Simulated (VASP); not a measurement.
Input of a VASP 6.6.1 run:

Contents of INCAR:

```
PREC = Accurate ; ENCUT = 600
EDIFF = 1E-7 ; ISMEAR = 0
SIGMA = 0.05 ; LREAL = F
LASPH = T ; NELM = 100
ALGO = Normal ; ISIF = 3
LWAVE = F ; LCHARG = F
GGA = PE ; IBRION = 2
NSW = 80 ; EDIFFG = -0.03
```

The input KPOINTS:

```
Automatic mesh
0
Gamma
  8 8 4
```

The input POSCAR:

```
Au
1.0
    2.8847937833      0.0000000000      0.0000000000
   -1.4423968916      2.4983047010      0.0000000000
    0.0000000000      0.0000000000      4.7118298460
Au
2
Direct
    0.3333333333      0.6666666667      0.7500000000
    0.6666666667      0.3333333333      0.2500000000
```

Potentials or basis: VASP PAW PBE potentials, release 64 (Au).

Run with:

```sh
$ cat potpaw_PBE.64/Au/POTCAR > POTCAR
$ mpirun -np 1 vasp_std > vasp.out
```

(1) Estimate the relaxed volume.

(2) Predict the band gap on the k mesh.

Results:

(1) 18.05 Å³/atom.

(2) none (metal or under the smearing width).
